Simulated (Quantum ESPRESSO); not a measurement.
A run of Quantum ESPRESSO 7.5:

run.py

```python
import numpy as np
from ase.calculators.espresso import Espresso, EspressoProfile
from ase.io import read

atoms = read('HgTe.cif')

input_data = {
    'control': {'calculation': 'scf', 'prefix': 'pwscf', 'outdir': './tmp', 'tprnfor': True, 'tstress': True, 'disk_io': 'nowf'},
    'system': {'ecutwfc': 70.0, 'nbnd': 26, 'input_dft': 'vdw-df3-opt1', 'occupations': 'smearing', 'smearing': 'mv', 'degauss': 0.00734986},
    'electrons': {'conv_thr': 4e-10, 'electron_maxstep': 120, 'mixing_beta': 0.5},
}
pseudopotentials = {'Te': 'Te_ONCV_PBE-1.2.upf', 'Hg': 'Hg_ONCV_PBE-1.2.upf'}
profile = EspressoProfile(command='pw.x', pseudo_dir='pseudo')
dft = Espresso(profile=profile, input_data=input_data, pseudopotentials=pseudopotentials, kpts=(7, 7, 7), koffset=(0, 0, 0))
atoms.calc = dft

print(f'energy {atoms.get_potential_energy():.8f} eV')
print('forces (eV/A)')
print(np.round(atoms.get_forces(), 6))
print('stress (eV/A^3, Voigt)')
print(np.round(atoms.get_stress(), 8))
print(f'Fermi level {dft.get_fermi_level():.4f} eV')
```

Contents of HgTe.cif:

```cif
data_HgTe
_cell_length_a 4.42137859
_cell_length_b 4.42137859
_cell_length_c 4.42137859
_cell_angle_alpha 60.00000000
_cell_angle_beta 60.00000000
_cell_angle_gamma 60.00000000
_space_group_name_H-M_alt 'P1'
_space_group_name_Hall 'P 1'
_space_group_IT_number 1
loop_
_space_group_symop_operation_xyz
'x,y,z'
loop_
_atom_site_label
_atom_site_type_symbol
_atom_site_symmetry_multiplicity
_atom_site_Wyckoff_symbol
_atom_site_fract_x
_atom_site_fract_y
_atom_site_fract_z
_atom_site_occupancy
Hg1 Hg 1 a 0.0000000000 0.0000000000 0.0000000000 1
Te1 Te 1 a 0.7500000000 0.7500000000 0.7500000000 1
```

Potentials or basis: SG15 PBE 1.2.

Command:

```bash
$ OMP_NUM_THREADS=1 python run.py
```

Hardware: 1 thread of AMD EPYC 7B13 (Zen 3) (shared host).

**Question.** Estimate the wall time of this run.

**Answer.** Wall time 2.5 min on 1 thread of AMD EPYC 7B13 (Zen 3), on a shared host, peak memory 0.19 GiB. Counts: scf iterations 10, k pools 1, bands 26, k points 44, g dense 32647.
